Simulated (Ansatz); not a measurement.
LaAlO3 (R-3c, No. 167; start mp-2920; cell taken from a computed entry)

These are PBE0 (Ansatz, a quantum-chemistry and plane-wave program, PAW) values and carry that method's errors.

Numerical settings: plane-wave cutoff 460 eV, 6×6×6 k mesh, Fermi–Dirac smearing 0.01 eV, scalar-relativistic PAW data made under PBE.

Cell (relaxed with PBEsol):

AlLaO₃ is modelled in the trigonal space group R-3c, hexagonal axes (No. 167), Pearson symbol hR10. Lattice parameters: a = b = 5.3526 Å, c = 13.0484 Å, α = β = 90.00°, γ = 120.00°. La on 6a is coordinated by 3 O at 2.485 Å and 6 O at 2.675 Å and 3 O at 2.868 Å. Al on 6b is coordinated by 6 O at 1.899 Å (octahedral). O on 18e is surrounded by 2 Al at 1.899 Å and 1 La at 2.485 Å and 2 La at 2.675 Å and 1 La at 2.868 Å (octahedral). (Neighbours: up to the widest gap in distance over summed covalent radii, below 1.35, at either atom; cation-cation and far metal-metal contacts left out.)
(The calculation used a cell of 10 atoms; values per cell refer to that cell.)

For LaAlO3 (R-3c, No. 167; start mp-2920; cell taken from a computed entry), the band gap is 6.26 eV (on the SCF k mesh). The smallest direct gap on the k points sampled comes out as 6.30 eV.

Note: cell and atoms aren't relaxed at this level (largest force component 0.03 eV/Å, pressure 1.0 GPa).

Spin–orbit coupling is not included.

Computed values are for the static lattice.

A start named mp-… is a Materials Project structure, which need not be a measured phase.
